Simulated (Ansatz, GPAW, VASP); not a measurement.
## Si2Mo: 3 runs at one level of theory

```
Mo Si
1.0
    -1.60000    1.60000    3.93050
     1.60000   -1.60000    3.93050
     1.60000    1.60000   -3.93050
Mo Si
1 2
Direct
  0.00000 0.00000 0.00000
  0.66700 0.66700 0.00000
  0.33300 0.33300 0.00000
```

Alike in all runs: task single point; functional PBEsol; k mesh 12 × 12 × 12; occupations gaussian, width 0.05 eV; no spin polarisation; no spin-orbit coupling. Pressure is positive in compression and, in plane waves, holds the error of the finite cutoff, which Ansatz's Pulay term estimates and takes out.

| program and potentials | plane-wave cutoff (eV) | notes | band gap (eV) | pressure (GPa) | largest force (eV/Å) |
| --- | --- | --- | --- | --- | --- |
| Ansatz, Ansatz PAW | 420 | potentials made for PBE, which Ansatz adapts in part | ? | ? | ? |
| GPAW, PAW data sets generated for this functional | 600 | - | no gap | -2.13 | 0.312 |
| VASP, PBE PAW files Mo_sv_GW, Si_GW, 550 eV | 550 | potentials made for PBE | no gap | -2.93 | 0.322 |

Estimate from the other rows what the run with Ansatz, Ansatz PAW gave.

No band gap; pressure -2.74 GPa; largest force 0.325 eV/Å. Its pressure holds a Pulay term of +0.03 GPa. The other rows, which needn't bracket it: pressure -2.93 to -2.13; largest force 0.312 to 0.322.
